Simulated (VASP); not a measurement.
A run of VASP 6.6.1 is set up as follows.

File INCAR:

```
SYSTEM = CuO
PREC = Accurate ; ENCUT = 520
EDIFF = 1E-6 ; ISMEAR = 0
SIGMA = 0.02 ; LREAL = .False.
LASPH = .True. ; NELM = 80
ALGO = Normal ; ISIF = 2
LWAVE = .False. ; LCHARG = .True.
GGA = PE ; LELF = .True.
```

Contents of KPOINTS:

```
regular mesh
0
Gamma
  10 10 10
  0 0 0
```

The input POSCAR:

```
CuO
1.0
    0.0000000000      2.3272527300      2.3272527300
    2.3272527300      0.0000000000      2.3272527300
    2.3272527300      2.3272527300      0.0000000000
Cu O
1 1
Direct
    0.0000000000      0.0000000000      0.0000000000
    0.2500000000      0.2500000000      0.2500000000
```

Potentials or basis: VASP PAW PBE potentials, release 64 (Cu, O).

Command:

```sh
$ cat potpaw_PBE.64/Cu/POTCAR potpaw_PBE.64/O/POTCAR > POTCAR
$ mpirun -np 1 vasp_std > vasp.out
```

(1) What does it give for the pressure?

(2) What does it give for the band gap on the k mesh?

Answers

(1) -9.2 GPa.

(2) none (metal or under the smearing width).

Caveat: an odd number of electrons without spin polarisation forces a metal; a magnetic or distorted state may lie lower; the run has no spin polarisation, though such a crystal can be magnetic; semilocal functionals often make such compounds metallic where correlation or magnetic order opens a gap, which also shifts bond lengths.
